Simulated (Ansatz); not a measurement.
These are results of Ansatz 0.2.0, DFT PBE, scalar-relativistic, plane waves, PAW, and for the lanthanide a 4f-in-core norm-conserving potential, not measurements. Settings: cutoff 660 eV, Γ-centred meshes spaced at most about 0.3 Å⁻¹, and about 0.25 Å⁻¹ or finer for metals (2π included), Gaussian smearing. No spin polarisation in the final relaxations.

Temperature and zero-point effects are left out.

Compare these two cells of Nd3H2, each relaxed at this level.

1.

```xyz
10
Lattice="6.9280 0.0000 0.0000 0.0000 6.9280 0.0000 0.0000 0.0000 4.7971" Properties=species:S:1:pos:R:3 pbc="T T T"
Nd    4.6485    5.7434    2.3986
Nd    5.7434    2.2794    2.3986
Nd    2.2794    1.1845    2.3986
Nd    1.1845    4.6485    2.3986
Nd    3.4640    3.4640    0.0000
Nd    0.0000    0.0000    0.0000
H     5.5225    2.0585    0.0000
H     4.8694    5.5225    0.0000
H     2.0585    1.4054    0.0000
H     1.4054    4.8694    0.0000
```

2.

```xyz
5
Lattice="5.3858 0.0000 0.0000 -2.6929 4.6642 0.0000 0.0000 0.0000 4.4843" Properties=species:S:1:pos:R:3 pbc="T T T"
Nd    0.0000    0.0000    0.0000
Nd    0.0000    3.1095    2.2421
Nd    2.6929    1.5547    2.2421
H     0.0000    3.1095    0.0000
H     2.6929    1.5547    0.0000
```

**Question.** Which would you expect to be lower, and how large is the difference?

**Answer.** Cell 1 is lower, by 182 meV/atom. Cell 1 has space group P4/mbm (No. 127), 23.0 Å³/atom and no gap on its mesh; cell 2 has space group P6/mmm (No. 191), 22.5 Å³/atom and no gap. Counting H atoms around Nd (those within 1.25 times the shortest such distance or 1.15 times the sum of covalent radii, 1.27 where that leaves under three; a slash parts the counts of unlike sites), cell 1 has Nd 2/4 and cell 2 has Nd 2/6. Both come from invented guesses. A third cell relaxed alike, in P-3m1, lies 232 meV/atom below the lower of the two.

With hydrogen, zero-point motion can shift such differences by 10 meV/atom or more. Cells relaxed within their symmetry can be saddle points.

The lanthanide is trivalent by construction, without f bands, f moments or other valences.
